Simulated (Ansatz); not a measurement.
An element in the sc structure gives these cold pressures by all-electron LAPW under PBE (Ansatz 0.2.0, scalar-relativistic, no spin polarisation).

| V (Å³/atom) | P (GPa) |
| --- | --- |
| 43.69 | 0.02 |
| 39.33 | 1.35 |
| 34.96 | 3.42 |
| 30.59 | 6.85 |
| 26.22 | 12.61 |
| 21.85 | 23.3 |
| 17.48 | 45.6 |

Problem. Which element is it?

Solution. Ca. Its zero-pressure volume in this structure is near 43.7 Å³/atom; the volume and the steepness of P(V) together point to it, though neighbours can come close. Neighbours weren't tried against these numbers.
